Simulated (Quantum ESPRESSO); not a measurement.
Crystal: ZrC.

```
Zr C
1.0
     3.39148    0.00000    0.00000
    -1.69574    2.93710    0.00000
     0.00000    0.00000    5.29005
Zr C
2 2
Direct
  0.66667 0.33333 0.75000
  0.33333 0.66667 0.25000
  0.00000 0.00000 0.50000
  0.00000 0.00000 0.00000
```

The cell comes from a database or a generator and needn't be the stable form of this composition.

```yaml
Program: Quantum ESPRESSO 7.5
Task: single point
Functional: PBE
Potentials_or_basis: SSSP 1.3 efficiency PBE
Cutoff: 748 eV
Density_cutoff: 5987 eV
k_mesh: 9 × 9 × 5
Occupations: fermi-dirac, width 0.05 eV
Spin: no spin polarisation
```

On this cell: pressure -2.4 GPa; largest force under 0.003 eV/Å; band gap on the k mesh none (metal or under the smearing width).

The same run follows on a disturbed copy (atoms moved at random, drawn with an rms of 0.05 Å):

```
Zr C
1.0
     3.39148    0.00000    0.00000
    -1.69574    2.93710    0.00000
     0.00000    0.00000    5.29005
Zr C
2 2
Direct
  0.65650 0.33618 0.74578
  0.35343 0.68148 0.25339
  0.98932 0.99143 0.50103
  0.00190 0.99084 0.99757
```

Problem. What changes?

Solution. The energy (extrapolated to zero smearing) moves by +20.2 meV/atom; pressure -1.7 GPa; largest force 1.277 eV/Å; band gap on the k mesh none (metal or under the smearing width).

Forces on the atoms (eV/Å):
```
Zr   0.505 -0.493  0.595
Zr  -0.620 -0.928 -0.621
C    0.238  0.745 -0.087
C   -0.124  0.676  0.113
```

Stress tensor (GPa, compression positive):
```
-2.79 -0.09  0.48
-0.09 -2.61  0.14
 0.48  0.14  0.16
```
